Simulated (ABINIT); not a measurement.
The system is SnSe2.

```
Sn Se
1.0
     3.81100    0.00000    0.00000
    -1.90550    3.30042    0.00000
     0.00000    0.00000    6.13600
Sn Se
1 2
Direct
  0.00000 0.00000 0.00000
  0.66667 0.33333 0.75100
  0.33333 0.66667 0.24900
```

Base run:

```yaml
Program: ABINIT 10.8.3 (patched build)
Functional: OLYP
Potentials_or_basis: JTH PAW PBE v2.0
Cutoff: 408 eV
k_mesh: 8 × 8 × 5
Occupations: fermi-dirac, width 0.05 eV
Spin: no spin polarisation
```

Its results: band gap on the k mesh 1.00 eV, indirect (least direct gap 1.39 eV); largest force 0.414 eV/Å.

Task: The run is repeated on the same cell with these changes: functional from OLYP to RPBE. What comes out?

Result: Band gap on the k mesh 0.88 eV, indirect (least direct gap 1.23 eV); largest force 0.835 eV/Å.

Caveats: the PAW data sets were made with another functional, which shifts forces and pressure a little; spin-orbit coupling is left out, which moves the levels of the heavy elements; an odd mesh through Γ misses points on the zone boundary, where band edges often lie.
